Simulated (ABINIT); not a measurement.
Crystal: W.

```
W
1.0
     0.00000    2.03000    2.03000
     2.03000    0.00000    2.03000
     2.03000    2.03000    0.00000
W
1
Direct
  0.00000 0.00000 0.00000
```

This isn't the form of W at room conditions, which is bcc.

Base run:

| Quantity | Value |
| --- | --- |
| Program | ABINIT 10.8.3 (patched build) |
| Functional | BLYP |
| Potentials or basis | JTH PAW PBE v2.0 |
| Cutoff | 517 eV |
| k mesh | 11 × 11 × 11 |
| Occupations | fermi-dirac, width 0.05 eV |
| Spin | no spin polarisation |

Its results: band gap on the k mesh none (metal or under the smearing width); pressure 5.0 GPa.

Question: The run is repeated on the same cell with these changes: functional from BLYP to SCAN. What comes out?

Answer: Band gap on the k mesh none (metal or under the smearing width); pressure -15.8 GPa.

Caveats: the PAW data sets were made with another functional, which shifts forces and pressure a little; spin-orbit coupling is left out, which moves the levels of the heavy elements.
